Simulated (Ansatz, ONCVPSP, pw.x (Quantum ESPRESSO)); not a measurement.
**pw.x on bcc Ag: one setting changed**

Potential: optimised norm-conserving Vanderbilt (ONCV), ONCVPSP 4.0.1.1 (patched build), PBE; core [Ar] 3d10, reference 4s2 4p6 4d10 5s0.5 5p0.5; waves: 4s+5s: rc 1.40 bohr, ncon 5, nbas 10, qcut 8.4 1/bohr, 2 projectors; 4p+5p: rc 1.95 bohr, ncon 4, nbas 8, qcut 7.8 1/bohr, 2 projectors; 4d: rc 1.65 bohr, ncon 4, nbas 9, qcut 9.6 1/bohr, 2 projectors, debl 2.1 Ha; f scattering state at 0.28 Ha: rc 2.00 bohr, ncon 4, nbas 8, qcut 4.9 1/bohr, 1 projector; local part: polynomial inside 1.15 bohr (lpopt 5, dvloc0 0 Ha); core correction: none.

The reference run (k-mesh 14³, cutoffs 85/340 Ry, Fermi–Dirac 0.01 Ry, mixing_beta 0.4, conv_thr 1e-9, no spin) gives -0.26 GPa at 17.952 Å³/atom, where all-electron LAPW gives 0.27 GPa. This run, with its own iteration cap, changes diagonalization to paro.

```
&control
  calculation='scf', prefix='x', pseudo_dir='./', outdir='./tmp', tstress=.true., disk_io='none'
/
&system
  ibrav=0, nat=1, ntyp=1, ecutwfc=85, ecutrho=340, nbnd=18,
  occupations='smearing', smearing='fd', degauss=0.01
/
&electrons
  conv_thr=1e-09, mixing_beta=0.4, electron_maxstep=70, diagonalization='paro'
/
ATOMIC_SPECIES
Ag 1.0 Ag.UPF
CELL_PARAMETERS angstrom
  -1.64949479 1.64949479 1.64949479
  1.64949479 -1.64949479 1.64949479
  1.64949479 1.64949479 -1.64949479
ATOMIC_POSITIONS crystal
Ag 0.0000 0.0000 0.0000
K_POINTS automatic
14 14 14 0 0 0
```

```bash
pw.x < Ag.scf.in > Ag.scf.out
```

Question: How does the run end?

Answer: It converges in 8 iterations; the free energy moves by +0.0 meV/atom and the pressure by +0.00 GPa. The result is that of the reference run.

```
Message from routine setup:
     using ibrav=0 with symmetry is DISCOURAGED, use correct ibrav instead
     lattice parameter (alat)  =       5.3990  a.u.
     unit-cell volume          =     121.1461 (a.u.)^3
     number of electrons       =        19.00
     number of Kohn-Sham states=           18
     kinetic-energy cutoff     =      85.0000  Ry
     charge density cutoff     =     340.0000  Ry
     scf convergence threshold =      1.0E-09
     Exchange-correlation= PBE
     number of k points=   104  Fermi-Dirac smearing, width (Ry)=  0.0100
     iteration #  1     ecut=    85.00 Ry     beta= 0.40
     total energy              =    -294.14878944 Ry
     estimated scf accuracy    <       0.11952507 Ry
     iteration #  2     ecut=    85.00 Ry     beta= 0.40
     total energy              =    -294.17621844 Ry
     estimated scf accuracy    <       0.00465131 Ry
     iteration #  3     ecut=    85.00 Ry     beta= 0.40
     total energy              =    -294.17661144 Ry
     estimated scf accuracy    <       0.00069752 Ry
     [... 2 iterations left out ...]
     iteration #  6     ecut=    85.00 Ry     beta= 0.40
     total energy              =    -294.17666635 Ry
     estimated scf accuracy    <       0.00000024 Ry
     iteration #  7     ecut=    85.00 Ry     beta= 0.40
     total energy              =    -294.17666638 Ry
     estimated scf accuracy    <       0.00000002 Ry
     iteration #  8     ecut=    85.00 Ry     beta= 0.40
     the Fermi energy is    16.3171 ev
!    total energy              =    -294.17666638 Ry
     estimated scf accuracy    <          8.9E-11 Ry
     smearing contrib. (-TS)   =      -0.00168080 Ry
     The total energy is F=E-TS. E is the sum of the following terms:
     one-electron contribution =    -128.88798477 Ry
     hartree contribution      =      73.41456954 Ry
     xc contribution           =     -27.96626218 Ry
     ewald contribution        =    -210.73530817 Ry
     convergence has been achieved in   8 iterations
          total   stress  (Ry/bohr**3)                   (kbar)     P=       -2.60
     Message from routine punch:
     Nothing written, as per user request (disk_io='none')
```

The run took about 70 s on one core of a shared host (Neoverse-N1, 64 threads, 124 GiB, load 57).
